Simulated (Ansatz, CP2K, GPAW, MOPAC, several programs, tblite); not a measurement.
# Many methods on one cell: CuI (P-3m1)

CuI (P-3m1) from a database of computed structures, relaxed with r2SCAN+rVV10 in Ansatz, was computed with several methods. It is trigonal, P-3m1 (No. 164); a = 4.095 Å, c = 7.210 Å in the conventional setting, 26.17 Å³ an atom. Cu is surrounded by 4 I at 2.57–2.67 Å and 3 Cu at 2.72 Å; I is surrounded by 4 Cu at 2.57–2.67 Å. Spin-unpolarised throughout; all numbers are computed.

```yaml
crystal:
  lattice:
    - [4.09475, 0.00000, 0.00000]
    - [-2.04738, 3.54616, 0.00000]
    - [0.00000, 0.00000, 7.21002]
  atoms:
    - { symbol: Cu, position: [0.66667, 0.33333, 0.59264] }
    - { symbol: Cu, position: [0.33333, 0.66667, 0.40736] }
    - { symbol: I, position: [0.33333, 0.66667, 0.76450] }
    - { symbol: I, position: [0.66667, 0.33333, 0.23550] }
```

Gaps and times are for a single point on this cell; volume and bulk modulus come from each method's own relaxation or energy curve at fixed shape, which is too stiff where a cell has free coordinates or axes. Times are rough, from shared hosts (Arm Neoverse V1), and each method has its own mesh and cell size. A double dagger marks a value from a curve with shape and coordinates held. PM6 (MOPAC), PM7 (MOPAC), GFN1-xTB (tblite), GFN2-xTB (tblite) treat a cluster of cells at its zone centre, which samples few k points: where these miss a band edge, the gap comes out too large for that reason alone. Gaps from k meshes are read at a limited set of points (mesh, symmetry points, PBE's band edges), so each method's own least gap may be somewhat smaller. xTB and the PM methods were fitted mostly to molecules, and can miss a solid's gap by electronvolts. Minimal bases can be far off for gaps. Curves at held shape can't give the bulk modulus of a layered or molecular crystal, so none is listed. GLLB-SC's gap includes the derivative discontinuity. d marks a direct gap, i an indirect one (no mark: not told apart), a dash a value that wasn't computed or didn't pass its checks.

```
                              method              kind  gap (eV)  own volume (Å³/atom)  bulk modulus (GPa)  atoms computed  processor time
light PBE (260 eV and a coarse mesh)  light plane-wave    1.79 d                     –                   –               4           3.2 s
                   GFN1-xTB (tblite)     tight binding      3.97                     –                   –              72           3.5 s
                   GFN2-xTB (tblite)     tight binding      6.05                26.97‡                   –              72           5.4 s
              PBE/single zeta (GPAW)       small basis    0.54 i                     –                   –               4           6.8 s
                         PM7 (MOPAC)    semi-empirical     10.03                     –                   –              72            12 s
                      PBE/SZV (CP2K)       small basis    1.89 i                     –                   –               4            17 s
                                 PBE         semilocal    1.66 d                     –                   –               4            22 s
                     PBE/DZVP (CP2K)       small basis    1.68 d                28.41‡                   –               4            42 s
                      GLLB-SC (GPAW)   model potential      3.12                     –                   –               4            48 s
                              r2SCAN         semilocal    2.14 d                     –                   –               4            53 s
                         PM6 (MOPAC)    semi-empirical      5.30                     –                   –              72            57 s
```

Against r2SCAN (2.14 eV) and with closed or daggered gaps left aside, the nearest gap at the points sampled is that of PBE/SZV (CP2K) (-0.25 eV) and the farthest that of PM7 (MOPAC) (+7.89 eV). r2SCAN is only a yardstick of convenience: semilocal gaps usually lie below measured ones, which GLLB-SC and hybrids aim to mend.

Spin-orbit coupling is left out, which matters wherever the heavy atoms make up the band edges.
